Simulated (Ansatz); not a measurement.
Reactions of C2H7NOSn, SMILES `CO[C](=N)[SnH3]`.

Isolated molecules relaxed with PBE0-D4/def2-TZVP in Ansatz; ΔE leaves out vibrations. CCSD(T)/CBS adds triple-zeta CCSD(T) − MP2 to the extrapolated MP2 energy (def2 sets, frozen cores). This one scheme is used for every species, atoms too. DFT in def2-TZVPP. No spin–orbit coupling; open shells (•) take unrestricted orbitals. Spin–orbit coupling would lower the free atoms: a little for C, O; strongly for Sn. Elements past krypton have def2 core potentials. Bonds to Sn are less sure, by a few kJ/mol each and by 10 to 20 or more in all where they break to atoms, as the def2 sets lack core-valence functions. Each species was taken in one conformer, which may not be the lowest.

```json
{"reaction": "`CO[C](=N)[SnH3]` + `OBO` → `OB[O][SnH3]` + `COC=N`", "r2SCAN-D4 (kJ/mol)": "-67", "CCSD(T)/CBS(def2) (kJ/mol)": "-67"}
{"reaction": "`CO[C](=N)[SnH3]` + `O[SiH3]` → `[SiH3][O][SnH3]` + `COC=N`", "r2SCAN-D4 (kJ/mol)": "-71", "CCSD(T)/CBS(def2) (kJ/mol)": "-72"}
{"reaction": "`CO[C](=N)[SnH3]` → `[CH3][SnH2][O]C=N`", "r2SCAN-D4 (kJ/mol)": "-124", "CCSD(T)/CBS(def2) (kJ/mol)": "-133"}
{"reaction": "`CO[C](=N)[SnH3]` → 2 C• + 7 H• + N• + O• + Sn•", "r2SCAN-D4 (kJ/mol)": "4101", "CCSD(T)/CBS(def2) (kJ/mol)": "4109"}
{"reaction": "`CO[C](=N)[SnH3]` + H₂S → `N=[C](S)[SnH3]` + CH₃OH", "r2SCAN-D4 (kJ/mol)": "21", "CCSD(T)/CBS(def2) (kJ/mol)": "16"}
{"reaction": "`CO[C](=N)[SnH3]` + H₂O → `COC(=N)O` + `[SnH4]`", "r2SCAN-D4 (kJ/mol)": "-23", "CCSD(T)/CBS(def2) (kJ/mol)": "1"}
{"reaction": "`CO[C](=N)[SnH3]` + `CCCS` → `SC[CH2][SnH3]` + `COC(C)=N`", "r2SCAN-D4 (kJ/mol)": "-33", "CCSD(T)/CBS(def2) (kJ/mol)": "-36"}
{"reaction": "`CO[C](=N)[SnH3]` + HCl → `COC(=N)Cl` + `[SnH4]`", "r2SCAN-D4 (kJ/mol)": "23", "CCSD(T)/CBS(def2) (kJ/mol)": "40"}
{"reaction": "`CO[C](=N)[SnH3]` + CH₃NH₂ → `C[NH][SnH3]` + `COC=N`", "r2SCAN-D4 (kJ/mol)": "-22", "CCSD(T)/CBS(def2) (kJ/mol)": "-25"}
{"reaction": "`CO[C](=N)[SnH3]` + H₂ → `N=[CH][SnH3]` + CH₃OH", "r2SCAN-D4 (kJ/mol)": "1", "CCSD(T)/CBS(def2) (kJ/mol)": "-15"}
```

Largest T1 diagnostic: 0.015, for `N=[C](S)[SnH3]`.
